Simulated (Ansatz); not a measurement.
# A point defect in Li2S: S interstitial

A defect calculation: S interstitial in Li2S, supercell of 48 sites, in the charges 0, -1, -2.

Computed with Ansatz 0.2.0 (DFT PBEsol, scalar-relativistic, plane waves, PAW, unless a step's input says otherwise).

1 further run of the same task is left out (set aside as unsound or not needed).

### 1 Starting point

Symmetry: Fm-3m, No. 225, cubic system. Conventional cell: a = 5.655 Å, b = 5.655 Å, c = 5.655 Å, α = 90.00°, β = 90.00°, γ = 90.00°. Li (site symmetry -43m) is surrounded by 4 S at 2.45 Å. Around S (site symmetry m-3m) lie 8 Li at 2.45 Å.

Coordinates:

```xyz
3
Lattice="0.0000 2.8274 2.8274 2.8274 0.0000 2.8274 2.8274 2.8274 0.0000" Properties=species:S:1:pos:R:3 pbc="T T T"
Li    4.2412    4.2412    4.2412
Li    1.4137    1.4137    1.4137
S     0.0000    0.0000    0.0000
```

It goes back to an entry of the Materials Project, which need not be the stable form.

It is the result of an earlier relaxation at this level (volume 15.07 Å³/atom; gap on the mesh: 3.20 eV).

The host's static dielectric tensor, from an earlier linear-response run, has a mean of 7.46.

The perfect supercell (rows 1 1 1; 1 -3 1; 1 1 -3 in vectors of this cell) was computed beforehand with the same settings: E(σ→0) = -20719.3851 eV for 48 atoms, gap 3.94 eV on its own mesh.

### 2 The defect cell

The extra atom is put at (0.500, 0.000, 0.000) of the supercell, the middle of a void of radius 2.45 Å. The other atoms start on their ideal sites. Its neighbours are 8 Li at 2.45 Å.

### 3 Charge state 0

Contents of input.yaml:

```yaml
crystal:
  lattice:
    - [5.6548817363, 5.6548817363, 5.6548817363]
    - [-5.6548817363, 5.6548817363, -5.6548817363]
    - [-5.6548817363, -5.6548817363, 5.6548817363]
  atoms:
    - { symbol: Li, position: [0.75, 0.0, 0.0] }
    - { symbol: Li, position: [0.75, 0.75, 0.25] }
    - { symbol: Li, position: [0.0, 0.75, 0.0] }
    - { symbol: Li, position: [0.75, 0.5, 0.5] }
    - { symbol: Li, position: [0.0, 0.5, 0.25] }
    - { symbol: Li, position: [0.25, 0.5, 0.0] }
    - { symbol: Li, position: [0.75, 0.25, 0.75] }
    - { symbol: Li, position: [0.0, 0.25, 0.5] }
    - { symbol: Li, position: [0.25, 0.25, 0.25] }
    - { symbol: Li, position: [0.5, 0.25, 0.0] }
    - { symbol: Li, position: [0.0, 0.0, 0.75] }
    - { symbol: Li, position: [0.25, 0.0, 0.5] }
    - { symbol: Li, position: [0.5, 0.0, 0.25] }
    - { symbol: Li, position: [0.25, 0.75, 0.75] }
    - { symbol: Li, position: [0.5, 0.75, 0.5] }
    - { symbol: Li, position: [0.5, 0.5, 0.75] }
    - { symbol: Li, position: [0.25, 0.0, 0.0] }
    - { symbol: Li, position: [0.25, 0.75, 0.25] }
    - { symbol: Li, position: [0.5, 0.75, 0.0] }
    - { symbol: Li, position: [0.25, 0.5, 0.5] }
    - { symbol: Li, position: [0.5, 0.5, 0.25] }
    - { symbol: Li, position: [0.75, 0.5, 0.0] }
    - { symbol: Li, position: [0.25, 0.25, 0.75] }
    - { symbol: Li, position: [0.5, 0.25, 0.5] }
    - { symbol: Li, position: [0.75, 0.25, 0.25] }
    - { symbol: Li, position: [0.0, 0.25, 0.0] }
    - { symbol: Li, position: [0.5, 0.0, 0.75] }
    - { symbol: Li, position: [0.75, 0.0, 0.5] }
    - { symbol: Li, position: [0.0, 0.0, 0.25] }
    - { symbol: Li, position: [0.75, 0.75, 0.75] }
    - { symbol: Li, position: [0.0, 0.75, 0.5] }
    - { symbol: Li, position: [0.0, 0.5, 0.75] }
    - { symbol: S, position: [0.5, 0.25, 0.25] }
    - { symbol: S, position: [0.5, 0.0, 0.5] }
    - { symbol: S, position: [0.75, 0.0, 0.25] }
    - { symbol: S, position: [0.5, 0.75, 0.75] }
    - { symbol: S, position: [0.75, 0.75, 0.5] }
    - { symbol: S, position: [0.0, 0.75, 0.25] }
    - { symbol: S, position: [0.5, 0.5, 0.0] }
    - { symbol: S, position: [0.75, 0.5, 0.75] }
    - { symbol: S, position: [0.0, 0.5, 0.5] }
    - { symbol: S, position: [0.25, 0.5, 0.25] }
    - { symbol: S, position: [0.75, 0.25, 0.0] }
    - { symbol: S, position: [0.0, 0.25, 0.75] }
    - { symbol: S, position: [0.25, 0.25, 0.5] }
    - { symbol: S, position: [0.0, 0.0, 0.0] }
    - { symbol: S, position: [0.25, 0.0, 0.75] }
    - { symbol: S, position: [0.25, 0.75, 0.0] }
    - { symbol: S, position: [0.5, 0.0, 0.0] }
  host:
    lattice:
      - [0.0, 2.8274408681, 2.8274408681]
      - [2.8274408681, 0.0, 2.8274408681]
      - [2.8274408681, 2.8274408681, 0.0]
    atoms:
      - { symbol: Li, position: [0.75, 0.75, 0.75] }
      - { symbol: Li, position: [0.25, 0.25, 0.25] }
      - { symbol: S, position: [0.0, 0.0, 0.0] }
basis:
  ecutwfc: 420
  xc_grid: 2
kpoints:
  mp_grid: { grid: [2, 2, 2], shift: [0.5, 0.5, 0.5] }
hamiltonian:
  xc: pbesol
scf:
  occupations: { method: gaussian, width: 0.01 }
output:
  forces: true
  stress: false
  eigenvalues: true
  charged_corrections:
    defect_position: [0.5, 0.0, 0.0]
    epsilon: [[7.4561, 0.0, 0.0], [0.0, 7.4561, 0.0], [0.0, 0.0, 7.4561]]
  write_density: true
  write_potential: true
  elf: true
  volumetric_format: npy
relax:
  adjacent_minimum: "off"
  f_tol: 0.025
  max_steps: 45
```

Started as:

```
ansatz run input.yaml --threads 4 --pin off --max-ram 6144MiB --backend cpu --events-out ev --progress --plain --runs-dir out
```

Further runs follow: relaxing the defect, charge -1; relaxing the defect, charge -2.

**Question.** What will these runs give? Wanted: formation energy, neutral; nearest atoms after relaxation, one image of each, neutral.

As calculated:

```
                                                  quantity           value
                                 formation energy, neutral         3.44 eV
nearest atoms after relaxation, one image of each, neutral  8 Li at 2.45 Å
                        level (0/-1) above the valence top         1.08 eV
                       level (-1/-2) above the valence top         2.01 eV
```

In words: Forming the neutral defect takes 3.44 eV with the elements as reservoirs. Spin polarisation was off in the neutral run, so a moment could not show there. Among the charges computed the stable one is 0 at the valence top, changing to -1 at 1.08 eV, changing to -2 at 2.01 eV, in a gap of 3.20 eV. The alignment term, up to 0.67 eV here, is marked as doubtful by the program in a cell of this size. Levels are placed in the host's Kohn-Sham gap, which is usually too small at this level and squeezes them. A cell of 48 sites leaves finite-size errors of tenths of an eV, or more where the defect fills or empties host bands. A distortion of lower symmetry was not tried. Where the defect's electrons or holes spill into a band, band filling in so small a cell adds more. Some metallic runs here have no spin polarisation while others do, so their energies compare only roughly.
